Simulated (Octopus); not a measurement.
Wanted: the native input for an Octopus 16.4 run.

| Item | Value |
| --- | --- |
| Task | single point |
| Functional | PBE |
| Potentials or basis | pseudodojo_pbe (PseudoDojo 0.5, PBE) |
| Grid spacing | 0.136 Å |
| k mesh | 10 × 10 × 10 |
| Occupations | fermi-dirac, width 0.05 eV |
| Spin | no spin polarisation |
| Eigensolver | chebyshev_filter |
| k-point symmetries used | yes |
| ConvRelDens | 3e-07 |
| ExtraStates | 6 |
| DerivativesOrder | 8 |

Crystal: GaSb.

```
CELL_PARAMETERS angstrom
-2.75343 2.75343 1.59071
2.75343 -2.75343 1.59071
2.75343 2.75343 -1.59071
ATOMIC_POSITIONS crystal
Sb 0.00000 0.00000 0.00000
Ga 0.75000 0.25000 0.50000
```

Measurements of this composition are mostly on another form, of space group No. 216.

One way to write it, as run:

inp

```
CalculationMode = gs
UnitsOutput = eV_Angstrom
PeriodicDimensions = 3
ExperimentalFeatures = yes
PseudopotentialSet = pseudodojo_pbe
%LatticeParameters
 1*angstrom | 1*angstrom | 1*angstrom
%
%LatticeVectors
 -2.753434 | 2.753434 | 1.590707
 2.753434 | -2.753434 | 1.590707
 2.753434 | 2.753434 | -1.590707
%
%ReducedCoordinates
 "Sb" | 0 | 0 | 0
 "Ga" | 0.75 | 0.25 | 0.5
%
%Spacing
 0.13568781*angstrom | 0.13568781*angstrom | 0.13568781*angstrom
%
DerivativesOrder = 8
%KPointsGrid
 10 | 10 | 10
%
KPointsUseSymmetries = yes
XCFunctional = gga_x_pbe + gga_c_pbe
SmearingFunction = fermi_dirac
Smearing = 0.05*eV
ExtraStates = 6
Eigensolver = chebyshev_filter
ConvRelDens = 3e-7
MaximumIter = 120
```

Potentials or basis: pseudodojo_pbe (PseudoDojo 0.5, PBE).

Run with:

```console
$ OMP_NUM_THREADS=1 octopus > out.log
```

Results of the run:

* Band gap on the k mesh: none (metal or under the smearing width)

Run time: 23 min on 1 thread of Arm Neoverse V2, on a shared host, peak memory 3.1 GiB.
